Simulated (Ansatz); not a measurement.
# C: a line through an energy map

Aim: follow the energy of C (P6_3/mmc, No. 194; 8 atoms in the cell) along one coordinate, amplitude of mode 4 (394 cm⁻¹), with the other held at amplitude of mode 5 (394 cm⁻¹) = −0.086 Å.

A COD entry behind a cell of this session may itself be a prediction, so a difference from it is no test against experiment.

Method: DFT LDA, scalar-relativistic, plane waves, PAW, in Ansatz 0.2.0.

3 further runs of the same task are left out: 3 set aside as unsound or not needed. Runs told in other sessions of the task aren't counted.

### 1 The structure to begin with

Symmetry: P6_3/mmc, No. 194, hexagonal system. The conventional cell has a = 2.490 Å, b = 2.490 Å, c = 8.214 Å, α = 90.00°, β = 90.00°, γ = 120.00°. C (site symmetry 3m) is surrounded by 4 C at 1.53 Å. Around C (site symmetry 3m) lie 4 C at 1.53 to 1.55 Å.

Coordinates:

```cif
data_structure
_symmetry_space_group_name_H-M 'P 1'
_symmetry_Int_Tables_number 1
_cell_length_a 2.4896
_cell_length_b 2.4896
_cell_length_c 8.2143
_cell_angle_alpha 90.000
_cell_angle_beta 90.000
_cell_angle_gamma 120.000
_cell_volume 44.09
loop_
_atom_site_label
_atom_site_type_symbol
_atom_site_fract_x
_atom_site_fract_y
_atom_site_fract_z
_atom_site_occupancy
C1 C 0.00000 0.00000 0.09294 1
C2 C 0.00000 0.00000 0.59294 1
C3 C 0.00000 0.00000 0.40706 1
C4 C 0.00000 0.00000 0.90706 1
C5 C 0.33333 0.66667 0.15554 1
C6 C 0.66667 0.33333 0.65554 1
C7 C 0.33333 0.66667 0.34446 1
C8 C 0.66667 0.33333 0.84446 1
```

It is the result of an earlier relaxation at this level (volume 5.51 Å³/atom; gap on the mesh: 4.60 eV).

### 2 The scan

The energy is mapped over two normal modes frozen in (zone-centre modes of the cell shown).

The axes are (1) amplitude of mode 4 (394 cm⁻¹), largest displacement: 9 values from −0.114 Å; (2) amplitude of mode 5 (394 cm⁻¹), largest displacement: 9 values from −0.114 Å.

Nothing else is relaxed (the cell and all other modes fixed). Energies count from the relaxed high-symmetry cell. Points are written as (first, second).

The modes come from a phonon run on the reference cell, made beforehand.

Displacement patterns for an amplitude of 1 (Å):

```csv
atom,x1,y1,z1,x2,y2,z2
C1,1.000,0.000,0.000,0.000,1.000,0.000
C2,-1.000,0.000,0.000,0.000,-1.000,0.000
C3,-1.000,0.000,0.000,0.000,-1.000,0.000
C4,1.000,0.000,0.000,0.000,1.000,0.000
C5,0.829,0.000,0.000,0.000,0.829,0.000
C6,-0.829,0.000,0.000,0.000,-0.829,0.000
C7,-0.829,0.000,0.000,0.000,-0.829,0.000
C8,0.829,0.000,0.000,0.000,0.829,0.000
```

### 3 Point (−0.114 Å, −0.086 Å)

Input file input.yaml:

```yaml
crystal:
  lattice:
    - [2.4896249417, 0.0, 0.0]
    - [-1.2448124708, 2.1560784454, 0.0]
    - [0.0, 0.0, 8.2142660865]
  atoms:
    - { symbol: C, position: [-0.0656176942, -0.039655329, 0.0929365318] }
    - { symbol: C, position: [0.0656176942, 0.039655329, 0.5929365318] }
    - { symbol: C, position: [0.0656176942, 0.039655329, 0.4070634682] }
    - { symbol: C, position: [-0.0656176942, -0.039655329, 0.9070634682] }
    - { symbol: C, position: [0.2789670118, 0.6338109805, 0.155544364] }
    - { symbol: C, position: [0.7210329882, 0.3661890195, 0.655544364] }
    - { symbol: C, position: [0.3876996549, 0.6995223528, 0.344455636] }
    - { symbol: C, position: [0.6123003451, 0.3004776472, 0.844455636] }
basis:
  ecutwfc: 520.0
kpoints:
  mp_grid: { grid: [12, 12, 4] }
hamiltonian:
  xc: lda
  pseudopotentials: { kind: paw, azcp: { folder: soft_1 } }
scf:
  occupations: { method: gaussian, width: 0.05 }
output:
  forces: true
  stress: true
  eigenvalues: true
```

On the command line:

```sh
> ansatz run input.yaml --threads 2 --pin off --max-ram 4096MiB --backend cpu --events-out ev --progress --plain --runs-dir out
```

The session goes on with these runs: the other points of the line.

**Question.** What will these runs give? Wanted: for each run, amplitude of mode 4; energy; slope; pressure; largest force on an atom.

The runs gave:

```
amplitude of mode 4 (394 cm⁻¹), largest displacement (Å)  step  energy (eV)  slope (eV per Å)  pressure (GPa)  band gap on the k-mesh (eV)  largest force on an atom (eV/Å)
                                                  −0.114     3        0.471              −5.3           0.136                        4.528                             1.04
                                                  −0.086     4        0.339              −4.0           0.084                        4.566                             0.86
                                                  −0.057     5        0.245              −2.6           0.053                        4.599                             0.71
                                                  −0.029     6        0.188              −1.3           0.038                        4.587                             0.63
                                                   0.000     7        0.169               0.0           0.033                        4.577                             0.61
                                                   0.029     –        0.188               1.3           0.038                        4.587                             0.63
                                                   0.057     –        0.245               2.6           0.053                        4.599                             0.71
                                                   0.086     –        0.339               4.0           0.084                        4.566                             0.86
                                                   0.114     –        0.471               5.3           0.136                        4.528                             1.04
```

Energies count from the relaxed high-symmetry cell. Rows without a step come from runs not printed here or follow by symmetry. Slopes come from the forces (and the stress, where the cell changes), not from differences of energies.

**Reading.** Of the points computed the energy is lowest at 0.000 Å, 0.169 eV from the zero. A fit to energies and slopes at the lowest point and its two neighbours puts the minimum at 0.0000 Å, with a curvature of about 46 eV per Å². The highest point computed, at −0.114 Å, lies 0.302 eV above the lowest. This is one cut through a surface in two coordinates; the map's lowest point lies off it.

These are semilocal Kohn-Sham gaps, which aren't the measured quantity. Such gaps usually fall short of the measured ones.
